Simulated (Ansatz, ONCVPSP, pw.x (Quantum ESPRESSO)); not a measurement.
What a changed setting does to a pw.x run (bcc Pt)

Potential: optimised norm-conserving Vanderbilt (ONCV), ONCVPSP 4.0.1, PBE; core [Kr] 4d10 4f14, reference 5s2 5p6 5d9 6s1; waves: 5s+6s: rc 1.80 bohr, ncon 4, nbas 8, qcut 5.1 1/bohr, 2 projectors; 5p: rc 1.90 bohr, ncon 4, nbas 7, qcut 8.6 1/bohr, 2 projectors, debl 1.5 Ha; 5d: rc 2.25 bohr, ncon 4, nbas 9, qcut 5.6 1/bohr, 1 projector; local part: polynomial inside 1.30 bohr (lpopt 5, dvloc0 0 Ha); core correction: Teter function, fcfact 3.25, rcfact 1.15. In the p channel the program set the typed energies aside and used -2.059, 0.250 Ha.

The reference run (k-mesh 15³, cutoffs 90/360 Ry, Fermi–Dirac 0.01 Ry, mixing_beta 0.4, conv_thr 1e-9, no spin) gives -1.26 GPa at 15.859 Å³/atom, where all-electron LAPW gives -0.19 GPa. This run, with its own iteration cap, changes startingwfc to random.

```
&control
  calculation='scf', prefix='x', pseudo_dir='./', outdir='./tmp', tstress=.true., disk_io='none'
/
&system
  ibrav=0, nat=1, ntyp=1, ecutwfc=90, ecutrho=360, nbnd=17,
  occupations='smearing', smearing='fd', degauss=0.01
/
&electrons
  conv_thr=1e-09, mixing_beta=0.4, electron_maxstep=50, startingwfc='random'
/
ATOMIC_SPECIES
Pt 1.0 Pt.UPF
CELL_PARAMETERS angstrom
  -1.58272430 1.58272430 1.58272430
  1.58272430 -1.58272430 1.58272430
  1.58272430 1.58272430 -1.58272430
ATOMIC_POSITIONS crystal
Pt 0.0000 0.0000 0.0000
K_POINTS automatic
15 15 15 0 0 0
```

```bash
pw.x < Pt.scf.in > Pt.scf.out
```

Problem. How does the run end?

Solution. It converges in 8 iterations; the free energy moves by +0.0 meV/atom and the pressure by +0.00 GPa. The result is that of the reference run.

```
Message from routine setup:
     using ibrav=0 with symmetry is DISCOURAGED, use correct ibrav instead
     lattice parameter (alat)  =       5.1804  a.u.
     unit-cell volume          =     107.0218 (a.u.)^3
     number of electrons       =        18.00
     number of Kohn-Sham states=           17
     kinetic-energy cutoff     =      90.0000  Ry
     charge density cutoff     =     360.0000  Ry
     scf convergence threshold =      1.0E-09
     Exchange-correlation= PBE
     number of k points=   120  Fermi-Dirac smearing, width (Ry)=  0.0100
     iteration #  1     ecut=    90.00 Ry     beta= 0.40
     total energy              =    -247.13378329 Ry
     estimated scf accuracy    <       0.07166071 Ry
     iteration #  2     ecut=    90.00 Ry     beta= 0.40
     total energy              =    -247.14204866 Ry
     estimated scf accuracy    <       0.00374732 Ry
     iteration #  3     ecut=    90.00 Ry     beta= 0.40
     total energy              =    -247.14221662 Ry
     estimated scf accuracy    <       0.00058166 Ry
     iteration #  4     ecut=    90.00 Ry     beta= 0.40
     total energy              =    -247.14225938 Ry
     estimated scf accuracy    <       0.00000657 Ry
     iteration #  5     ecut=    90.00 Ry     beta= 0.40
     total energy              =    -247.14226211 Ry
     estimated scf accuracy    <       0.00000112 Ry
     iteration #  6     ecut=    90.00 Ry     beta= 0.40
     total energy              =    -247.14226219 Ry
     estimated scf accuracy    <       0.00000006 Ry
     iteration #  7     ecut=    90.00 Ry     beta= 0.40
     total energy              =    -247.14226220 Ry
     estimated scf accuracy    <          6.4E-09 Ry
     iteration #  8     ecut=    90.00 Ry     beta= 0.40
     the Fermi energy is    21.9214 ev
!    total energy              =    -247.14226220 Ry
     estimated scf accuracy    <          4.0E-11 Ry
     smearing contrib. (-TS)   =      -0.00439116 Ry
     The total energy is F=E-TS. E is the sum of the following terms:
     one-electron contribution =     -58.69572977 Ry
     hartree contribution      =      39.77311962 Ry
     xc contribution           =     -31.09975324 Ry
     ewald contribution        =    -197.11550766 Ry
     convergence has been achieved in   8 iterations
          total   stress  (Ry/bohr**3)                   (kbar)     P=      -12.57
     Message from routine punch:
     Nothing written, as per user request (disk_io='none')
```

The run took about 47 s on one core of a shared host (Intel(R) Xeon(R) Processor @ 2.60GHz, 24 threads, 32 GiB, load 17).
